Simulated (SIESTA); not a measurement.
BAs:

```xyz
2
Lattice="0.0000 2.3885 2.3885 2.3885 0.0000 2.3885 2.3885 2.3885 0.0000" Properties=species:S:1:pos:R:3 pbc="T T T"
As    3.5827    3.5827    3.5827
B     0.0000    0.0000    0.0000
```

Base run:

* Program: SIESTA 5.4.2
* Functional: BLYP
* Potentials or basis: PseudoDojo 0.4 standard (PBE files)
* Basis: DZP (energy shift 0.002 Ry)
* Grid cutoff: 500 Ry
* Energy shift: 0.002 Ry
* k mesh: 10 × 10 × 10
* Occupations: fermi-dirac, width 0.05 eV
* Spin: no spin polarisation

Its results: band gap on the k mesh 1.73 eV, indirect (least direct gap 3.53 eV); pressure 12.2 GPa.

Task: The run is repeated on the same cell with these changes: functional from BLYP to AM05; potentials or basis from PseudoDojo 0.4 standard (PBE files) to PseudoDojo 0.4 standard (PBEsol files). What comes out?

Result: Band gap on the k mesh 1.42 eV, indirect (least direct gap 3.39 eV); pressure 3.1 GPa.

Caveats: semicore shells carry a single zeta, which can move pressures by several GPa and volumes by a few percent; the potentials were made for another functional, which shifts forces and pressure; the basis of atomic orbitals isn't converged, which shifts pressures, moduli and gaps.
